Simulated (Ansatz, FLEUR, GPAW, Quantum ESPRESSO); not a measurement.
W: 5 runs at one level of theory

```
W
1.0
    -1.58234    1.58234    1.58234
     1.58234   -1.58234    1.58234
     1.58234    1.58234   -1.58234
W
1
Direct
  0.00000 0.00000 0.00000
```

Alike in all runs: task equation of state; functional LDA; k mesh 12 × 12 × 12; occupations fermi-dirac, width 0.05 eV; no spin polarisation; no spin-orbit coupling. LDA stands for any of its common fits.

```tsv
program and potentials	plane-wave cutoff (eV)	notes	equilibrium volume (Å³/atom)	bulk modulus (GPa)
Ansatz, PseudoDojo LDA	952	-	15.35	327.5
FLEUR, all-electron, FLAPW	-	-	15.39	326.2
GPAW, the program's PAW data sets (release 1.2.1) made for this functional	600	-	15.35	327.5
Quantum ESPRESSO, GBRV 1.5 LDA	612	-	15.44	329.9
Quantum ESPRESSO, PseudoDojo 0.4.1 SR LDA standard	952	-	15.36	327.4
```

The equilibrium volume spans 15.35 (GPAW, the program's PAW data sets (release 1.2.1) made for this functional) to 15.44 Å³/atom (Quantum ESPRESSO, GBRV 1.5 LDA), with all-electron results at 15.39. The bulk modulus spans 326.2 (FLEUR, all-electron, FLAPW) to 329.9 GPa (Quantum ESPRESSO, GBRV 1.5 LDA), with all-electron results at 326.2. For a metal such a mesh isn't converged, which the comparison doesn't need.

The functional is the same throughout but for its coding, so the spread measures potentials, basis and numerics; runs on potential files found faulty are left out.
